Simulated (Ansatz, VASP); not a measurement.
## Ca: VASP beside Ansatz

```
CELL_PARAMETERS angstrom
2.61500 0.00000 0.00000
0.00000 2.61500 0.00000
0.00000 0.00000 2.61500
ATOMIC_POSITIONS crystal
Ca 0.00000 0.00000 0.00000
```

This isn't the form of Ca at room conditions, which is fcc.

Alike in both runs: task relaxation of cell and atoms; functional PBE; k mesh 11 × 11 × 11; no spin polarisation.

|  | VASP | Ansatz |
| --- | --- | --- |
| version | VASP 6.6.1 | Ansatz 0.2.0 |
| potentials or method | VASP PAW PBE potentials, release 64 (Ca_sv) | plane waves, PAW |
| plane-wave cutoff (eV) | 600 | 470 |
| occupations | methfessel-paxton of order 1, width 0.05 eV | cold, width 0.05 eV |
| valence electrons in the cell | 10 | 10 |

Ansatz gave:

- relaxed volume (Å³/atom): 43.79
- relaxed cell length with the largest relative difference (Å): 3.525
- energy change over the relaxation (meV/atom): -1733

Question: Estimate VASP's values.

Answer: Relaxed volume (Å³/atom): 43.58; relaxed cell length with the largest relative difference (Å): 3.519; energy change over the relaxation (meV/atom): -1749.

Caveats: the volume moved by over 15 % at a fixed basis, so the end points are rough (VASP); the volume moved by +144 % from the deposited cell, more than functionals usually miss. PBE usually gives volumes a little too large and moduli too small. Zero-point motion and thermal expansion aren't in these numbers.
